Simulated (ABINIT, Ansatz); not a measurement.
**A GW chain in ABINIT: AgCl (Fm-3m)**

Aim: the G0W0 gap of AgCl (Fm-3m) on PBE, step by step.

Calculated with ABINIT 10.8.3; PBE and many-body steps on it, plane waves.

## Step 1: Set-up

Symmetry: Fm-3m, No. 225, cubic system. The conventional cell has a = 5.545 Å, b = 5.545 Å, c = 5.545 Å, α = 90.00°, β = 90.00°, γ = 90.00°. Nearest to Ag lie 6 Cl at 2.77 Å. Nearest to Cl lie 6 Ag at 2.77 Å. Farther neighbours and most contacts between anions are not listed.

Structure file:

```cif
data_structure
_symmetry_space_group_name_H-M 'Fm-3m'
_symmetry_Int_Tables_number 225
_cell_length_a 5.5453
_cell_length_b 5.5453
_cell_length_c 5.5453
_cell_angle_alpha 90.000
_cell_angle_beta 90.000
_cell_angle_gamma 90.000
_cell_volume 170.52
loop_
_atom_site_label
_atom_site_type_symbol
_atom_site_symmetry_multiplicity
_atom_site_Wyckoff_symbol
_atom_site_fract_x
_atom_site_fract_y
_atom_site_fract_z
_atom_site_occupancy
Ag1 Ag 4 a 0.00000 0.00000 0.00000 1
Cl1 Cl 4 b 0.50000 0.00000 0.00000 1
```

The cell and positions are those that the Materials Project relaxed with its own functionals (PBE, PBE+U or r2SCAN), kept fixed.

## Step 2: Ground state

This step: ABINIT 10.8.3; DFT, PBE, plane waves, norm-conserving pseudopotentials.

The ground-state density comes first.

File run.abi:

```
acell 3*1.0 Angstrom
rprim 
  0.000000000000 2.772662996800 2.772662996800
  2.772662996800 0.000000000000 2.772662996800
  2.772662996800 2.772662996800 0.000000000000
ntypat 2
znucl 47 17
natom 2
typat 1 2
xred 
  0.000000000000 0.000000000000 0.000000000000
  0.500000000000 0.500000000000 0.500000000000
pp_dirpath "pseudos"
pseudos "Ag.upf, Cl.upf"
ecut 37
ngkpt 6 6 6
nshiftk 1
shiftk 0 0 0
kptopt 1
chksymbreak 0
nband 18
occopt 1
tolvrs 1e-10
nstep 60
prtwf 0
optforces 0
optstress 0
indata_prefix "in"
outdata_prefix "out"
tmpdata_prefix "tmp"
```

Started as:

```sh
> OMP_NUM_THREADS=1 mpirun -n 8 abinit run.abi > log
```

Numbers of over 12 decimals in the logs are rounded to 6 here.

Log:

```text
.Version 10.8.3 of ABINIT. v10.8.2 released Aug 2026.

 Symmetries : space group Fm -3 m (#225); Bravais cF (face-center cubic)
================================================================================
 Values of the parameters that define the memory need of the present run
     intxc =       0    ionmov =       0      iscf =       7    lmnmax =       6
     lnmax =       6     mgfft =      45  mpssoang =       3    mqgrid =    3001
     natom =       2  nloc_mem =       1    nspden =       1   nspinor =       1
    nsppol =       1      nsym =      48    n1xccc =    2501    ntypat =       2
    occopt =       1   xclevel =       2
-    mband =          18        mffmem =           1         mkmem =           2
       mpw =        3104          nfft =       91125          nkpt =          16
================================================================================
  Rough estimation (10% accuracy) of disk space for files :
================================================================================

--------------------------------------------------------------------------------
------------- Echo of variables that govern the present computation ------------
--------------------------------------------------------------------------------
 -outvars: echo values of preprocessed input variables --------
            acell      1.8897261259E+00  1.8897261259E+00  1.8897261259E+00 Bohr

      chksymbreak           0
             ecut      3.70000000E+01 Hartree
-          fftalg         312

              ixc     -101130
              kpt      0.00000000E+00  0.00000000E+00  0.00000000E+00
                       1.66666667E-01  0.00000000E+00  0.00000000E+00
                       3.33333333E-01  0.00000000E+00  0.00000000E+00
                       5.00000000E-01  0.00000000E+00  0.00000000E+00
                       1.66666667E-01  1.66666667E-01  0.00000000E+00
                       3.33333333E-01  1.66666667E-01  0.00000000E+00
                       5.00000000E-01  1.66666667E-01  0.00000000E+00
                      -3.33333333E-01  1.66666667E-01  0.00000000E+00
                      -1.66666667E-01  1.66666667E-01  0.00000000E+00
   [... 5 further rows ...]
                      -3.33333333E-01  3.33333333E-01  1.66666667E-01
                      -3.33333333E-01  5.00000000E-01  1.66666667E-01
         kptrlatt        6    0    0      0    6    0      0    0    6
          kptrlen      4.44592572E+01
P           mkmem           2
            natom           2
            nband          18
            ngfft          45      45      45
             nkpt          16
            nstep          60
             nsym          48
           ntypat           2
              occ      2.000000  2.000000  2.000000  2.000000  2.000000  2.000000
                       2.000000  2.000000  2.000000  2.000000  2.000000  2.000000
                       2.000000  0.000000  0.000000  0.000000  0.000000  0.000000
        optforces           0
        optstress           0
            prtwf           0
            rprim      0.0000000000E+00  2.7726629968E+00  2.7726629968E+00
[...]
spgroup         225

           tolvrs      1.00000000E-10

             xred      0.0000000000E+00  0.0000000000E+00  0.0000000000E+00
[...]
znucl       47.00000   17.00000

================================================================================

 chkinp: Checking input parameters for consistency.

================================================================================
== DATASET  1 ==================================================================
-   mpi_nproc: 8, omp_nthreads: 1 (-1 if OMP is not activated)

--- !DatasetInfo
iteration_state: {dtset: 1, }
dimensions: {natom: 2, nkpt: 16, mband: 18, nsppol: 1, nspinor: 1, nspden: 1, mpw: 3104, }
cutoff_energies: {ecut:  37.0, pawecutdg:  -1.0, }
electrons: {nelect:   2.60000000E+01, charge:   0.00000000E+00, occopt:   1.00000000E+00, tsmear:   1.00000000E-02, }

 Real(R)+Recip(G) space primitive vectors, cartesian coordinates (Bohr,Bohr^-1):
 R(1)=  0.0000000  5.2395737  5.2395737  G(1)= -0.0954276  0.0954276  0.0954276
 R(2)=  5.2395737  0.0000000  5.2395737  G(2)=  0.0954276 -0.0954276  0.0954276
 R(3)=  5.2395737  5.2395737  0.0000000  G(3)=  0.0954276  0.0954276 -0.0954276
 Unit cell volume ucvol=  2.8768542E+02 bohr^3
 Angles (23,13,12)=  6.00000000E+01  6.00000000E+01  6.00000000E+01 degrees

 getcut: wavevector=  0.0000  0.0000  0.0000  ngfft=  45  45  45
         ecut(hartree)=     37.000   => boxcut(ratio)=   2.16858

--- Pseudopotential description ------------------------------------------------
- Ag Generated using ONCVPSP code by D. R. Hamann
- 47.00000  19.00000  171031                  znucl, zion, pspdat
12 -101130 2 -1 1538                          pspcod,pspxc,lmax,lloc,mmax
     nproj     2     2     2
  pspatm : epsatm=   27.55768671
         --- l  ekb(1:nproj) -->
[...]
pspatm: atomic psp has been read  and splines computed

- Cl Generated using ONCVPSP code by D. R. Hamann
- 17.00000   7.00000  171031                  znucl, zion, pspdat
12 -101130 2 -1 1028                          pspcod,pspxc,lmax,lloc,mmax
     nproj     2     2     2
  pspatm : epsatm=    9.12776517
         --- l  ekb(1:nproj) -->
[...]
2   -2.938609   -0.805455
 pspatm: atomic psp has been read  and splines computed

   9.53821749E+02                                ecore*ucvol(ha*bohr**3)
--------------------------------------------------------------------------------

_setup2: Arith. and geom. avg. npw (full set) are    3089.792    3089.776

================================================================================

--- !BeginCycle
iteration_state: {dtset: 1, }
solver: {iscf: 7, nstep: 60, nline: 4, wfoptalg: 0, }
tolerances: {tolvrs: 1.00E-10, }

     iter   Etot(hartree)      deltaE(h)  residm     vres2
 ETOT  1  -171.28489473566    -1.713E+02 1.760E-01 1.135E+02
 ETOT  2  -171.44520571219    -1.603E-01 1.171E-02 2.662E+01
 ETOT  3  -171.44802249563    -2.817E-03 5.824E-03 3.688E-01
 ETOT  4  -171.44802389131    -1.396E-06 7.670E-04 9.835E-02
 ETOT  5  -171.44802925179    -5.360E-06 3.690E-04 6.813E-02
 ETOT  6  -171.44804014167    -1.089E-05 3.383E-05 1.133E-04
 ETOT  7  -171.44804015137    -9.696E-09 3.562E-05 3.729E-06
 ETOT  8  -171.44804015175    -3.828E-10 3.792E-06 3.670E-08
 ETOT  9  -171.44804015178    -2.274E-11 4.137E-06 2.096E-10
 ETOT 10  -171.44804015177     8.015E-12 1.681E-06 1.069E-12

 At SCF step   10       vres2   =  1.07E-12 < tolvrs=  1.00E-10 =>converged.

--- !ResultsGS
iteration_state: {dtset: 1, }
comment   : Summary of ground state results
lattice_vectors:
- [  0.0000000,   5.2395737,   5.2395737, ]
- [  5.2395737,   0.0000000,   5.2395737, ]
- [  5.2395737,   5.2395737,   0.0000000, ]
lattice_lengths: [   7.40988,    7.40988,    7.40988, ]
lattice_angles: [ 60.000,  60.000,  60.000, ] # degrees, (23, 13, 12)
lattice_volume:   2.8768542E+02
convergence: {deltae:  8.015E-12, res2:  1.069E-12, residm:  1.681E-06, diffor:  0.000E+00, }
etotal    :  -1.71448040E+02
entropy   :   0.00000000E+00
fermie    :   1.71925627E-01
cartesian_stress_tensor: null
pressure_GPa: null
xred      :
- [  0.0000E+00,   0.0000E+00,   0.0000E+00, Ag]
- [  5.0000E-01,   5.0000E-01,   5.0000E-01, Cl]
cartesian_forces: null
force_length_stats: {min: null, max: null, mean: null, }

 Integrated electronic density in atomic spheres:
 ------------------------------------------------
 Atom  Sphere_radius  Integrated_density
    1        2.00000         16.40304711
    2        2.00000          5.03358884
================================================================================

 ----iterations are completed or convergence reached----

 Mean square residual over all n,k,spin=   10.909E-09; max=  16.809E-07
 reduced coordinates (array xred) for    2 atoms
       0.000000000000      0.000000000000      0.000000000000
       0.500000000000      0.500000000000      0.500000000000
 rms dE/dt=  0.0000E+00; max dE/dt=  0.0000E+00; dE/dt below (all hartree)
    1       0.000000000000      0.000000000000      0.000000000000
    2       0.000000000000      0.000000000000      0.000000000000

 cartesian coordinates (angstrom) at end:
    1      0.000000     0.000000     0.000000
    2      2.772663     2.772663     2.772663
 length scales=  1.889726125908  1.889726125908  1.889726125908 bohr
              =  1.000000000000  1.000000000000  1.000000000000 angstroms
 prteigrs : about to open file out_EIG
 Fermi (or HOMO) energy (hartree) =   0.17193   Average Vxc (hartree)=  -0.37624
 Eigenvalues (hartree) for nkpt=  16  k points:
 kpt#   1, nband= 18, wtk=  0.00463, kpt=  0.0000  0.0000  0.0000 (reduced coord)
  -3.12642   -1.78604   -1.78604   -1.78604   -0.38473    0.08215    0.08215    0.08215
   0.08367    0.08367    0.08678    0.08678    0.08678    0.20547    0.56516    0.56516
   0.56516    0.62865
 prteigrs : prtvol=0 or 1, do not print more k-points.

--- !EnergyTerms
iteration_state     : {dtset: 1, }
comment             : Components of total free energy in Hartree
kinetic             :  5.89318345716396E+01
hartree             :  5.04674566898751E+01
xc                  : -2.76713295187084E+01
Ewald energy        : -1.03522849404332E+02
psp_core            :  3.31550253105318E+00
local_psp           : -1.53162476724310E+02
non_local_psp       :  1.93821703015139E-01
total_energy        : -1.71448040151768E+02
total_energy_eV     : -4.66533884168621E+03
band_energy         : -1.64592227359204E+01

== END DATASET(S) ==============================================================
================================================================================

 -outvars: echo values of variables after computation  --------
           etotal     -1.7144804015E+02
            nband          18
             nkpt          16
          spgroup         225
 [... the other variables as echoed above ...]

 Calculation completed.
```

Run time: 6.1 s. Hardware: 8 MPI ranks of Arm Neoverse V2, shared host; peak memory 0.65 GiB.

Numbers from this step:

```yaml
total_energy: -4665.3388 eV
gap: 0.9127 eV
k_of_the_valence_top: 0.5, 0, 0
k_of_the_conduction_bottom: 0, 0, 0
least_direct_gap: 3.230 eV
```

The gap is indirect, with the least direct gap 2.32 eV higher.

## Step 3: Bands along the symmetry lines

The cheap functional maps the bands first; the places of the edges decide which points the dearer methods must see.

File run.abi:

```
acell 3*1.0 Angstrom
rprim 
  0.000000000000 2.772662996800 2.772662996800
  2.772662996800 0.000000000000 2.772662996800
  2.772662996800 2.772662996800 0.000000000000
ntypat 2
znucl 47 17
natom 2
typat 1 2
xred 
  0.000000000000 0.000000000000 0.000000000000
  0.500000000000 0.500000000000 0.500000000000
pp_dirpath "pseudos"
pseudos "Ag.upf, Cl.upf"
ecut 37
iscf -2
irdden 1
kptopt 0
nkpt 50
kpt 
  0.00000000 0.00000000 0.00000000
  0.06250000 0.00000000 0.06250000
  0.12500000 0.00000000 0.12500000
  0.18750000 0.00000000 0.18750000
  0.25000000 0.00000000 0.25000000
  0.31250000 0.00000000 0.31250000
  0.37500000 0.00000000 0.37500000
  0.43750000 0.00000000 0.43750000
  0.50000000 0.00000000 0.50000000
  0.51562500 0.03125000 0.51562500
  0.53125000 0.06250000 0.53125000
  0.54687500 0.09375000 0.54687500
  0.56250000 0.12500000 0.56250000
  0.57812500 0.15625000 0.57812500
  0.59375000 0.18750000 0.59375000
  0.60937500 0.21875000 0.60937500
  0.62500000 0.25000000 0.62500000
  0.37500000 0.37500000 0.75000000
  0.32812500 0.32812500 0.65625000
  0.28125000 0.28125000 0.56250000
  0.23437500 0.23437500 0.46875000
  0.18750000 0.18750000 0.37500000
  0.14062500 0.14062500 0.28125000
  0.09375000 0.09375000 0.18750000
  0.04687500 0.04687500 0.09375000
  0.00000000 0.00000000 0.00000000
  0.06250000 0.06250000 0.06250000
  0.12500000 0.12500000 0.12500000
  0.18750000 0.18750000 0.18750000
  0.25000000 0.25000000 0.25000000
  0.31250000 0.31250000 0.31250000
  0.37500000 0.37500000 0.37500000
  0.43750000 0.43750000 0.43750000
  0.50000000 0.50000000 0.50000000
  0.50000000 0.46875000 0.53125000
  0.50000000 0.43750000 0.56250000
  0.50000000 0.40625000 0.59375000
  0.50000000 0.37500000 0.62500000
  0.50000000 0.34375000 0.65625000
  0.50000000 0.31250000 0.68750000
  0.50000000 0.28125000 0.71875000
  0.50000000 0.25000000 0.75000000
  0.50000000 0.21875000 0.71875000
  0.50000000 0.18750000 0.68750000
  0.50000000 0.15625000 0.65625000
  0.50000000 0.12500000 0.62500000
  0.50000000 0.09375000 0.59375000
  0.50000000 0.06250000 0.56250000
  0.50000000 0.03125000 0.53125000
  0.50000000 0.00000000 0.50000000
istwfk *1
nband 20
nbdbuf 2
tolwfr 1e-08
nstep 40
prtwf 0
prtvol 0
indata_prefix "in"
outdata_prefix "out"
tmpdata_prefix "tmp"
```

Log:

```text
.Version 10.8.3 of ABINIT. v10.8.2 released Aug 2026.

 Symmetries : space group Fm -3 m (#225); Bravais cF (face-center cubic)
[... echo of the input left out ...]
== DATASET  1 ==================================================================
-   mpi_nproc: 8, omp_nthreads: 1 (-1 if OMP is not activated)

--- !DatasetInfo
iteration_state: {dtset: 1, }
dimensions: {natom: 2, nkpt: 50, mband: 20, nsppol: 1, nspinor: 1, nspden: 1, mpw: 3119, }
cutoff_energies: {ecut:  37.0, pawecutdg:  -1.0, }
electrons: {nelect:   2.60000000E+01, charge:   0.00000000E+00, occopt:   1.00000000E+00, tsmear:   1.00000000E-02, }

 Real(R)+Recip(G) space primitive vectors, cartesian coordinates (Bohr,Bohr^-1):
 R(1)=  0.0000000  5.2395737  5.2395737  G(1)= -0.0954276  0.0954276  0.0954276
 R(2)=  5.2395737  0.0000000  5.2395737  G(2)=  0.0954276 -0.0954276  0.0954276
 R(3)=  5.2395737  5.2395737  0.0000000  G(3)=  0.0954276  0.0954276 -0.0954276
 Unit cell volume ucvol=  2.8768542E+02 bohr^3
 Angles (23,13,12)=  6.00000000E+01  6.00000000E+01  6.00000000E+01 degrees

 getcut: wavevector=  0.0000  0.0000  0.0000  ngfft=  45  45  45
         ecut(hartree)=     37.000   => boxcut(ratio)=   2.16858

--- Pseudopotential description ------------------------------------------------
- Ag Generated using ONCVPSP code by D. R. Hamann
- 47.00000  19.00000  171031                  znucl, zion, pspdat
12 -101130 2 -1 1538                          pspcod,pspxc,lmax,lloc,mmax
     nproj     2     2     2
  pspatm : epsatm=   27.55768671
         --- l  ekb(1:nproj) -->
             0    9.557566   -0.414742
             1    3.443234   -0.133519
             2   -1.597169   -0.391124
 pspatm: atomic psp has been read  and splines computed

- Cl Generated using ONCVPSP code by D. R. Hamann
- 17.00000   7.00000  171031                  znucl, zion, pspdat
12 -101130 2 -1 1028                          pspcod,pspxc,lmax,lloc,mmax
     nproj     2     2     2
  pspatm : epsatm=    9.12776517
         --- l  ekb(1:nproj) -->
[...]
pspatm: atomic psp has been read  and splines computed

--------------------------------------------------------------------------------

================================================================================
 prteigrs : about to open file out_EIG
 Non-SCF case, kpt    1 (  0.00000  0.00000  0.00000), residuals and eigenvalues=
  6.57E-09  2.03E-09  3.48E-09  6.50E-09  6.35E-09  3.06E-09  3.91E-09  7.55E-09
  4.33E-09  8.11E-09  1.65E-09  5.04E-09  7.53E-09  4.44E-09  3.97E-09  3.01E-09
  7.46E-09  3.77E-09  5.17E-06  9.68E-07
 -3.1264E+00 -1.7860E+00 -1.7860E+00 -1.7860E+00 -3.8473E-01  8.2146E-02
  8.2146E-02  8.2146E-02  8.3674E-02  8.3674E-02  8.6783E-02  8.6783E-02
  8.6783E-02  2.0547E-01  5.6516E-01  5.6516E-01  5.6516E-01  6.2865E-01
  6.6229E-01  6.6229E-01
 Non-SCF case, kpt    2 (  0.06250  0.00000  0.06250), residuals and eigenvalues=
[...]
6.4766E-01  6.7249E-01
 Non-SCF case, kpt    3 (  0.12500  0.00000  0.12500), residuals and eigenvalues=
[...]
8.27E-09  5.39E-09  2.35E-04  8.07E-04
[...]
6.7381E-01  6.9209E-01
[...]
Non-SCF case, kpt   49 (  0.50000  0.03125  0.53125), residuals and eigenvalues=
[...]
7.1038E-01  7.1173E-01
 Non-SCF case, kpt   50 (  0.50000  0.00000  0.50000), residuals and eigenvalues=
[...]
5.9747E-02  5.9747E-02  7.0236E-02  9.0611E-02  9.9980E-02  9.9980E-02
  1.0314E-01  2.5936E-01  4.6471E-01  4.8961E-01  5.9565E-01  5.9565E-01
  7.1125E-01  7.1507E-01

--- !ResultsGS
iteration_state: {dtset: 1, }
comment   : Summary of ground state results
lattice_vectors:
- [  0.0000000,   5.2395737,   5.2395737, ]
- [  5.2395737,   0.0000000,   5.2395737, ]
- [  5.2395737,   5.2395737,   0.0000000, ]
lattice_lengths: [   7.40988,    7.40988,    7.40988, ]
lattice_angles: [ 60.000,  60.000,  60.000, ] # degrees, (23, 13, 12)
lattice_volume:   2.8768542E+02
convergence: {deltae:  0.000E+00, res2:  0.000E+00, residm:  9.990E-09, diffor:  0.000E+00, }
etotal    :  -1.71448040E+02
entropy   :   0.00000000E+00
fermie    :   1.71925627E-01
cartesian_stress_tensor: null
pressure_GPa: null
xred      :
- [  0.0000E+00,   0.0000E+00,   0.0000E+00, Ag]
- [  5.0000E-01,   5.0000E-01,   5.0000E-01, Cl]
cartesian_forces: null
force_length_stats: {min: null, max: null, mean: null, }

 Integrated electronic density in atomic spheres:
 ------------------------------------------------
 Atom  Sphere_radius  Integrated_density
[...]
================================================================================

 ----iterations are completed or convergence reached----

 Mean square residual over all n,k,spin=   50.010E-10; max=  99.896E-10
 reduced coordinates (array xred) for    2 atoms
       0.000000000000      0.000000000000      0.000000000000
       0.500000000000      0.500000000000      0.500000000000

 cartesian coordinates (angstrom) at end:
[...]
length scales=  1.889726125908  1.889726125908  1.889726125908 bohr
              =  1.000000000000  1.000000000000  1.000000000000 angstroms
 prteigrs : about to open file out_EIG
 Eigenvalues (hartree) for nkpt=  50  k points:
 kpt#   1, nband= 20, wtk=  1.00000, kpt=  0.0000  0.0000  0.0000 (reduced coord)
[...]
kpt#   2, nband= 20, wtk=  1.00000, kpt=  0.0625  0.0000  0.0625 (reduced coord)
[...]
kpt#   3, nband= 20, wtk=  1.00000, kpt=  0.1250  0.0000  0.1250 (reduced coord)
[...]
kpt#  49, nband= 20, wtk=  1.00000, kpt=  0.5000  0.0313  0.5313 (reduced coord)
[...]
0.58977    0.59740    0.71038    0.71173
 kpt#  50, nband= 20, wtk=  1.00000, kpt=  0.5000  0.0000  0.5000 (reduced coord)
  -3.12640   -1.78614   -1.78608   -1.78608   -0.36794    0.01324    0.05975    0.05975
   0.07024    0.09061    0.09998    0.09998    0.10314    0.25936    0.46471    0.48961
   0.59565    0.59565    0.71125    0.71507

== END DATASET(S) ==============================================================
================================================================================

 -outvars: echo values of variables after computation  --------
            nband          20
             nkpt          50
          spgroup         225
 [... the other variables as echoed above ...]

 Calculation completed.
```

Elapsed: 8.8 s, on 8 MPI ranks; peak memory 0.54 GiB.

Numbers from this step:

```yaml
gap: 0.9127 eV
k_of_the_valence_top: 0.5, 0.5, 0.5
k_of_the_conduction_bottom: 0, 0, 0
least_direct_gap: 2.992 eV
```

The gap is 0.913 eV, as in the run before at this level.

The electronic bands at the labelled points (eV, zero at the top of the highest filled band):

```tsv
point	band 10	band 11	band 12	band 13	band 14	band 15	band 16	band 17
Γ	-2.40	-2.32	-2.32	-2.32	0.91	10.70	10.70	10.70
halfway	-2.31	-1.76	-1.76	-1.33	3.43	7.38	8.73	10.12
X	-2.21	-1.96	-1.96	-1.87	2.38	7.97	8.64	11.53
halfway	-1.97	-1.93	-1.77	-1.77	2.74	7.82	8.48	10.91
U	-2.02	-1.84	-1.65	-1.05	3.61	7.24	8.12	9.76
jump to K	-2.02	-1.84	-1.65	-1.05	3.61	7.24	8.12	9.76
halfway	-2.15	-1.71	-1.71	-0.24	3.77	7.32	8.06	8.75
Γ	-2.40	-2.32	-2.32	-2.32	0.91	10.70	10.70	10.70
halfway	-2.26	-2.00	-0.80	-0.80	2.94	7.79	9.13	9.13
L	-2.08	-1.76	0.00	0.00	4.24	6.54	7.62	7.62
halfway	-2.07	-1.83	-0.99	-0.48	4.97	5.67	8.07	8.48
W	-1.99	-1.96	-1.96	-1.18	4.19	7.87	7.87	7.99
halfway	-1.97	-1.96	-1.94	-1.47	3.10	7.81	8.34	9.74
X	-2.21	-1.96	-1.96	-1.87	2.38	7.97	8.64	11.53
```

(Continued in part 2 of 2.)

[Paths, hosts, dates, memory and timing lines, banners, echoed tables and standing remarks are left out of the program output.]

[Logs are printed without paths, hosts, clocks, repeated set-up lines and the standing remarks that a program may print on its own settings, such as how far it seeks lower states.]

[Runs of the session that timed out or met a known fault of the program may be left out.]

[Hosts, paths, dates, database ids (printed as entryN), source tags and the programs' standing remarks are cut or masked in the printed files.]

[G0W0 gaps are taken among the corrected bands and points alone; a level outside them can change the order at an edge.]

[Where Ansatz stands beside ABINIT at settings called matched, ABINIT's density can come from a denser mesh and the files from another edition; pairs whose starting gaps differed by over 0.03 eV were left out, so agreement reads better than it is.]
